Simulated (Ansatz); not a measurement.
## LiH: Fröhlich coupling of electrons to the polar mode

Plane-wave DFT in Ansatz with scalar-relativistic PAW potentials. The crystal relaxes under PBE to Fm-3m with a = 4.007 Å, 8.04 Å³/atom. No spin polarisation.

Linear response at Γ (PBE, cell Fm-3m with a = 4.007 Å, 420 eV, 10×10×10 k points) gives one polar TO mode at 585.1 cm⁻¹, ε∞ = 4.38 and ε0 = 14.93. Band curvatures at the conduction edge (r2SCAN, cell Fm-3m with a = 4.005 Å, 500 eV, 10×10×10 k points; gap 3.63 eV) give a conductivity mass of 0.308 mₑ (harmonic mean over x, y, z).

Task: Work out the LO energy, the Fröhlich constant, and the polaron's energy, mass and size.

Result: Lyddane–Sachs–Teller: ω_LO = ω_TO √(ε0/ε∞) = 1080.3 cm⁻¹, ħω_LO = 133.9 meV. α = √(m* Ry/ħω_LO) (1/ε∞ − 1/ε0) with Ry = 13.606 eV and m* in mₑ: √(0.308 × 13606/133.9) × 0.161 = 0.9. To first order the edge drops by αħω_LO = 121 meV and the mass grows by the factor 1 + α/6 to 0.354 mₑ; the length √(ħ/2m*ω_LO) is 9.6 Å. Coupling is weak, and these first-order results hold. The model takes one parabolic, isotropic valley, and its inputs come from two functionals at their own volumes. Too small a gap makes ε∞ too large and, at a direct edge, m* too light, and both lower α.